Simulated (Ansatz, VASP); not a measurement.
# AlNi: VASP beside Ansatz

The input INCAR:

```
SYSTEM = AlNi
PREC = Accurate ; ENCUT = 520
EDIFF = 1E-7 ; ISMEAR = -1
SIGMA = 0.08 ; LREAL = .FALSE.
LASPH = .TRUE. ; NELM = 80
ALGO = Normal ; ISIF = 2
LWAVE = .FALSE. ; LCHARG = .FALSE.
GGA = PS ; NBANDS = 14
```

Contents of KPOINTS:

```
Automatic mesh
0
G
  14 14 14
  0 0 0
```

The input POSCAR:

```
AlNi
1.0
    0.0000000000      2.3517314501      2.3517314501
    2.3517314501      0.0000000000      2.3517314501
    2.3517314501      2.3517314501      0.0000000000
Ni Al
1 1
Direct
    0.0000000000      0.0000000000      0.0000000000
    0.5000000000      0.5000000000      0.5000000000
```

Input for Ansatz:

```yaml
crystal:
  lattice:
    - [0.0, 2.3517314501, 2.3517314501]
    - [2.3517314501, 0.0, 2.3517314501]
    - [2.3517314501, 2.3517314501, 0.0]
  atoms:
    - { symbol: Ni, position: [0.0, 0.0, 0.0] }
    - { symbol: Al, position: [0.5, 0.5, 0.5] }
kpoints:
  mp_grid: { grid: [14, 14, 14] }
scf:
  occupations: { method: fermi_dirac, width: 0.08 }
hamiltonian:
  xc: pbesol
  pseudopotentials: { kind: paw }
output:
  forces: true
  stress: true
  eigenvalues: true
  populations: true
```

Change from the starting cell: volume scaled by 0.94, PAW files.

Alike in both runs: task single point; functional PBEsol; k mesh 14 × 14 × 14; occupations fermi-dirac, width 0.08 eV; no spin polarisation.

|  | VASP | Ansatz |
| --- | --- | --- |
| version | VASP 6.6.1 | Ansatz 0.2.0 |
| potentials or method | VASP PAW PBE potentials, release 64 (Ni, Al) | PAW with Ansatz's default frozen-core files, scalar-relativistic |
| plane-wave cutoff (eV) | 520 | 420 |
| valence electrons in the cell | 13 | 21 |

Ansatz gave:

* pressure (GPa): 8.5

Question: What did VASP give for the same quantities?

Answer: Pressure (GPa): 8.6.

The two sets of potentials don't hold the same shells in valence.

Caveats: the PAW data sets were made with another functional, which shifts forces and pressure a little (VASP). Spin polarisation is off, so any magnetic state and its effect on volume and gap are missing.
